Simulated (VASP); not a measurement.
# BaTiO3 (Amm2) in VASP: Born charges and dielectric tensor with PBEsol

Aim: the Born charges and dielectric tensor of BaTiO3 with PBEsol.

All numbers are computed with VASP 6.6.1; they aren't measurements. Logs are shortened: lines on timing, memory, paths and dates and some standing lists are left out, and cuts for length are marked.

### 1 Starting point

Symmetry: Amm2, No. 38, orthorhombic system. Conventional cell: a = 3.981 Å, b = 5.667 Å, c = 5.676 Å, α = 90.00°, β = 90.00°, γ = 90.00°. Ba (site symmetry mm2) is surrounded by 12 O at 2.78 to 2.90 Å. Ti (site symmetry mm2) is surrounded by 6 O at 1.91 to 2.10 Å. O (site symmetry mm2) has 2 Ti at 1.99 Å as nearest neighbours. Around O (site symmetry m) lie 2 Ti at 1.91 to 2.10 Å.

### 2 Born charges and dielectric tensor, PBEsol

Input file INCAR:

```
PREC = Accurate ; ENCUT = 520
EDIFF = 1E-8 ; ISMEAR = 0
SIGMA = 0.02 ; LREAL = F
LASPH = T ; NELM = 100
ALGO = Normal ; ISIF = 2
LWAVE = F ; LCHARG = F
GGA = PS ; LEPSILON = T
IBRION = 8 ; NSW = 1
KPAR = 8
```

Input file KPOINTS:

```
regular mesh
0
Gamma
  8 8 8
```

Input file POSCAR:

```
BaTiO3                                  
1.0
    3.9808027798      0.0000000000      0.0000000000
    0.0000000000      2.8335545427      2.8381924857
    0.0000000000     -2.8335545427      2.8381924857
  Ba              Ti              O             
     1     1     3
Direct
     0.0000000000000000    0.0042366383506476    0.0042366383506476
     0.5000000000000000    0.5136806286093858    0.5136806286093858
     0.0000000000000000    0.4940742927067348    0.4940742927067348
     0.5000000000000000    0.4949365783737036    0.9899518619595398
     0.5000000000000000    0.9899518619595398    0.4949365783737036
```

Potentials or basis: VASP PAW PBE potentials, release 64 (Ba_sv, Ti, O).

Launch:

```bash
$ cat potpaw_PBE.64/Ba_sv/POTCAR potpaw_PBE.64/Ti/POTCAR potpaw_PBE.64/O/POTCAR > POTCAR
$ mpirun -np 8 vasp_std > vasp.out
```

OUTCAR:

```text
PREC = Accurate
   ENCUT = 520
   EDIFF = 1E-8
   ISMEAR = 0
   LREAL = F
   LASPH = T
   NELM = 100
   ISIF = 2
   GGA = PS
   LEPSILON = T
   IBRION = 8
   NSW = 1

 ion  position               nearest neighbor table
   1  0.000  0.004  0.004-   3 2.78   4 2.80   5 2.80   4 2.80   5 2.80   3 2.83   3 2.83   5 2.85
                             4 2.85   5 2.85   4 2.85   3 2.90   2 3.42   2 3.42   2 3.46   2 3.46
   2  0.500  0.514  0.514-   4 1.91   5 1.91   3 1.99   3 1.99   5 2.10   4 2.10   1 3.42   1 3.42
                             1 3.46   1 3.46   1 3.46   1 3.46   1 3.51   1 3.51
   3  0.000  0.494  0.494-   2 1.99   2 1.99   1 2.78   1 2.83   1 2.83   1 2.90
   4  0.500  0.495  0.990-   2 1.91   2 2.10   1 2.80   1 2.80   1 2.85   1 2.85
   5  0.500  0.990  0.495-   2 1.91   2 2.10   1 2.80   1 2.80   1 2.85   1 2.85

  LATTYP: Found a base centered orthorhombic cell.
 ALAT       =     5.6671090854
 B/A-ratio  =     1.0016367933
 C/A-ratio  =     0.7024397660

  Lattice vectors:

 A1 = (   0.0000000000,   2.8335545427,  -2.8381924857)
 A2 = (   0.0000000000,   2.8335545427,   2.8381924857)
 A3 = (   3.9808027798,   0.0000000000,   0.0000000000)

Analysis of symmetry for initial positions (statically):
=====================================================================
 Subroutine PRICEL returns:
 Original cell was already a primitive cell.

 Routine SETGRP: Setting up the symmetry group for a
 base centered orthorhombic supercell.

 Subroutine GETGRP returns: Found  4 space group operations
 (whereof  4 operations were pure point group operations)
 out of a pool of  8 trial point group operations.

The static configuration has the point symmetry C_2v.

Analysis of symmetry for dynamics (positions and initial velocities):
=====================================================================
 Subroutine PRICEL returns:
 Original cell was already a primitive cell.

 Routine SETGRP: Setting up the symmetry group for a
 base centered orthorhombic supercell.

 Subroutine GETGRP returns: Found  4 space group operations
 (whereof  4 operations were pure point group operations)
 out of a pool of  8 trial point group operations.

The dynamic configuration has the point symmetry C_2v.

 Subroutine INISYM returns: Found  4 space group operations
 (whereof  4 operations are pure point group operations),
 and found     1 'primitive' translations

----------------------------------------------------------------------------------------

                                     Primitive cell

  volume of cell :      64.0286

  direct lattice vectors                    reciprocal lattice vectors
     3.980802780  0.000000000  0.000000000     0.251205612  0.000000000  0.000000000
     0.000000000  2.833554543  2.838192486     0.000000000  0.176456812  0.176168460
     0.000000000 -2.833554543  2.838192486     0.000000000 -0.176456812  0.176168460

  length of vectors
     3.980802780  4.010532126  4.010532126     0.251205612  0.249343804  0.249343804

[... 781 lines left out ...]

 INTERNAL STRAIN TENSOR  FOR ION    4  DIRECTION 3   (eV/Angst):
 -----------------------------------------------------------------------------
    -1.97026  0.00000  0.00000
     0.00000 -5.11143  4.07741
     0.00000  3.75387 -5.66252

 MACROSCOPIC STATIC DIELECTRIC TENSOR (including local field effects in DFT)
 ------------------------------------------------------
           6.897202     0.000000     0.000000
           0.000000     6.674040     0.000000
           0.000000     0.000000     6.405502
 ------------------------------------------------------

 PIEZOELECTRIC TENSOR (including local field effects)  for field in x, y, z        (e  Angst)
          XX          YY          ZZ          XY          YZ          ZX
  --------------------------------------------------------------------------------
  x     0.00000     0.00000     0.00000     0.00000     0.00000     0.37419
  y     0.00000     0.00000     0.00000     0.00000    -0.62482     0.00000
  z     1.34084     0.36416     1.05199     0.00000     0.00000     0.00000

 PIEZOELECTRIC TENSOR (including local field effects)  for field in x, y, z        (C/m^2)
          XX          YY          ZZ          XY          YZ          ZX
  --------------------------------------------------------------------------------
  x     0.00000     0.00000     0.00000     0.00000     0.00000     0.09363
  y     0.00000     0.00000     0.00000     0.00000    -0.15635     0.00000
  z     0.33552     0.09112     0.26324     0.00000     0.00000     0.00000

 BORN EFFECTIVE CHARGES (including local field effects) (in |e|, cummulative output)
 ---------------------------------------------------------------------------------
 ion    1
    1     2.71446     0.00000     0.00000
    2     0.00000     2.75837     0.00000
    3     0.00000     0.00000     2.73626
 ion    2
    1     7.50323     0.00000     0.00000
    2     0.00000     7.14679     0.00000
    3     0.00000     0.00000     6.64052
 ion    3
    1    -6.01643     0.00000     0.00000
    2     0.00000    -2.04929     0.00000
    3     0.00000     0.00000    -2.05628
 ion    4
    1    -2.10063     0.00000     0.00000
    2     0.00000    -3.92793     1.82683
    3     0.00000     1.71189    -3.66025
 ion    5
    1    -2.10063     0.00000     0.00000
    2     0.00000    -3.92793    -1.82683
    3     0.00000    -1.71189    -3.66025

 INTERNAL STRAIN TENSOR FOR ION    5 for displacements in x,y,z  (eV/Angst):
          X           Y           Z          XY          YZ          ZX
  --------------------------------------------------------------------------------
  x     0.00000     0.00000     0.00000    -0.14464     0.00000    -1.12195
  y    -0.98594    -7.87623    -5.68626     0.00000    -4.97618     0.00000
  z    -1.97026    -5.11143    -5.66252     0.00000    -3.75387     0.00000

 SECOND DERIVATIVES (NOT SYMMETRIZED)
 ------------------------------------
               1X          1Y          1Z          2X          2Y          2Z          3X          3Y          3Z          4X          4Y          4Z          5X          5Y          5Z
  1X    -6.286784    0.000000    0.000000    3.328064    0.000000    0.000000    1.176536    0.000000    0.000000    0.891092    0.000000    0.000000    0.891092    0.000000    0.000000
  1Y     0.000000   -6.172562    0.000000    0.000000    3.530303    0.000000    0.000000    0.709542    0.000000    0.000000    0.966358   -0.108316    0.000000    0.966358    0.108316
  1Z     0.000000    0.000000   -6.217353    0.000000    0.000000    3.468094    0.000000    0.000000    0.805724    0.000000   -0.101161    0.971767    0.000000    0.101161    0.971767
  2X     3.327965    0.000000    0.000000   -1.815358    0.000000    0.000000   -2.512233    0.000000    0.000000    0.499813    0.000000    0.000000    0.499813    0.000000    0.000000
  2Y     0.000000    3.527972    0.000000    0.000000   -5.268415    0.000000    0.000000    0.865079    0.000000    0.000000    0.437682    0.501673    0.000000    0.437682   -0.501673
  2Z     0.000000    0.000000    3.470661    0.000000    0.000000   -6.382758    0.000000    0.000000    0.907331    0.000000    0.007515    1.002383    0.000000   -0.007515    1.002383
  3X     1.160293    0.000000    0.000000   -2.531998    0.000000    0.000000   -7.413659    0.000000    0.000000    4.392682    0.000000    0.000000    4.392682    0.000000    0.000000
  3Y     0.000000    0.711181    0.000000    0.000000    0.870759    0.000000    0.000000   -5.241019    0.000000    0.000000    1.829539   -2.396598    0.000000    1.829539    2.396598
  3Z     0.000000    0.000000    0.809167    0.000000    0.000000    0.913814    0.000000    0.000000   -5.428048    0.000000   -2.410018    1.852533    0.000000    2.410018    1.852533
  4X     0.879215    0.000000    0.000000    0.488932    0.000000    0.000000    4.393862    0.000000    0.000000   -5.237206    0.000000    0.000000   -0.524804    0.000000    0.000000
  4Y     0.000000    0.968640   -0.101266    0.000000    0.440274   -0.003585    0.000000    1.833224   -2.411909    0.000000   -7.796847    2.264788    0.000000    4.554710    0.251972
  4Z     0.000000   -0.109264    0.976132    0.000000    0.507078    1.013587    0.000000   -2.398563    1.856040    0.000000    2.257347   -7.452948    0.000000   -0.256598    3.607190
  5X     0.879215    0.000000    0.000000    0.488932    0.000000    0.000000    4.393862    0.000000    0.000000   -0.524804    0.000000    0.000000   -5.237206    0.000000    0.000000
  5Y     0.000000    0.968640    0.101266    0.000000    0.440274    0.003585    0.000000    1.833224    2.411909    0.000000    4.554710   -0.251972    0.000000   -7.796847   -2.264788
  5Z     0.000000    0.109264    0.976132    0.000000   -0.507078    1.013587    0.000000    2.398563    1.856040    0.000000    0.256598    3.607190    0.000000   -2.257347   -7.452948

 Eigenvectors and eigenvalues of the dynamical matrix
 ----------------------------------------------------

   1 f  =   15.024247 THz    94.400126 2PiTHz  501.154923 cm-1    62.135263 meV
             X         Y         Z           dx          dy          dz
      0.000000  0.000000  0.024049    -0.000000   -0.000000   -0.004974
      1.990401  0.000000  2.915849     0.000000    0.000000   -0.002282
      0.000000  0.000000  2.804556     0.000000   -0.000000   -0.399177
      1.990401 -1.402653  4.214399    -0.000000   -0.613644    0.209178
      1.990401  1.402653  4.214399    -0.000000    0.613644    0.209178
[... 105 lines left out ...]
  15 f/i=    2.023181 THz    12.712023 2PiTHz   67.486062 cm-1     8.367202 meV
             X         Y         Z           dx          dy          dz
      0.000000  0.000000  0.024049    -0.004062    0.000000    0.000000
      1.990401  0.000000  2.915849    -0.667601    0.000000    0.000000
      0.000000  0.000000  2.804556     0.540565    0.000000    0.000000
      1.990401 -1.402653  4.214399     0.361996    0.000000    0.000000
      1.990401  1.402653  4.214399     0.361996    0.000000    0.000000

--------------------------------------------------------------------------------------------------------

 MACROSCOPIC STATIC DIELECTRIC TENSOR IONIC CONTRIBUTION
 ------------------------------------------------------
           0.364152     0.000000     0.000000
           0.000000    74.224496     0.000000
           0.000000     0.000000    46.807569
 ------------------------------------------------------

 ELASTIC MODULI CONTR FROM IONIC RELAXATION (kBar)
 Direction    XX          YY          ZZ          XY          YZ          ZX
 --------------------------------------------------------------------------------
 XX         -56.4769   -101.6472   -108.9998      0.0000     -0.0000     -0.0000
 YY        -101.6472   -752.4812   -823.0080      0.0000     -0.0000     -0.0000
 ZZ        -108.9998   -823.0080   -954.0003      0.0000     -0.0000     -0.0000
 XY           0.0000      0.0000      0.0000     -0.2222      0.0000      0.0000
 YZ          -0.0000     -0.0000     -0.0000      0.0000   -829.6379     -0.0000
 ZX          -0.0000     -0.0000     -0.0000      0.0000     -0.0000     -4.6904
 --------------------------------------------------------------------------------

 PIEZOELECTRIC TENSOR IONIC CONTR  for field in x, y, z        (C/m^2)
          XX          YY          ZZ          XY          YZ          ZX
  --------------------------------------------------------------------------------
  x     0.00000     0.00000     0.00000    -0.00000     0.00000    -0.03314
  y     0.00000     0.00000     0.00000    -0.00000     7.09685     0.00000
  z     0.65963     4.89733     6.02475    -0.00000     0.00000     0.00000
```

Wall time 18 min (8 MPI ranks of Intel Xeon Platinum 8488C (Sapphire Rapids), shared host); peak memory 0.88 GiB.

What came out:

| Property | Result |
| --- | --- |
| Band gap on the k mesh | 1.77 eV, indirect (least direct gap 1.99 eV) |
| Electronic dielectric tensor (diagonal) | 6.90, 6.67, 6.41 |
| Born charges (mean of the diagonal) | Ba +2.74; Ti +7.10; O -3.37, -3.23 e |
| Highest phonon frequency at Γ, LO-TO splitting left out | 501 cm⁻¹ |
| Most unstable mode | 67i cm⁻¹ |

Levels at points of the mesh, in eV from the valence-band top:
```
           k point  band 14  band 15  band 16  band 17  band 18  band 19
(0.00, 0.00, 0.00)    -0.29    -0.28    -0.22     1.77     1.87     1.93
(0.50, 0.00, 0.00)    -1.73    -0.91    -0.83     2.06     3.45     3.52
(0.00, 0.50, 0.00)    -1.78    -0.79    -0.72     1.96     3.46     3.47
(0.50, 0.50, 0.00)    -0.89    -0.88    -0.09     3.48     3.50     3.86
(0.00, 0.50, 0.50)    -0.89    -0.86    -0.16     3.46     3.48     3.83
(0.50, 0.50, 0.50)    -0.07    -0.01     0.00     4.08     4.09     4.14
```

Phonon frequencies in cm⁻¹ (negative: imaginary):
```tsv
q point	frequencies
(0.000, 0.000, 0.000)	-67 0 0 2 169 172 174 195 226 280 283 290 470 479 501
```

Electronic dielectric tensor:
```
6.90 0.00 0.00
0.00 6.67 0.00
0.00 0.00 6.41
```

Born effective charge tensors (e):
atom 1, Ba
```
2.71 0.00 0.00
0.00 2.76 0.00
0.00 0.00 2.74
```
atom 2, Ti
```
7.50 0.00 0.00
0.00 7.15 0.00
0.00 0.00 6.64
```
atom 3, O
```
-6.02  0.00  0.00
 0.00 -2.05  0.00
 0.00  0.00 -2.06
```
atom 4, O
```
-2.10  0.00  0.00
 0.00 -3.93  1.83
 0.00  1.71 -3.66
```
atom 5, O
```
-2.10  0.00  0.00
 0.00 -3.93 -1.83
 0.00 -1.71 -3.66
```

Caveat: some modes are imaginary; spin-orbit coupling is left out, which moves the levels of the heavy elements. A k mesh can miss the band edges.
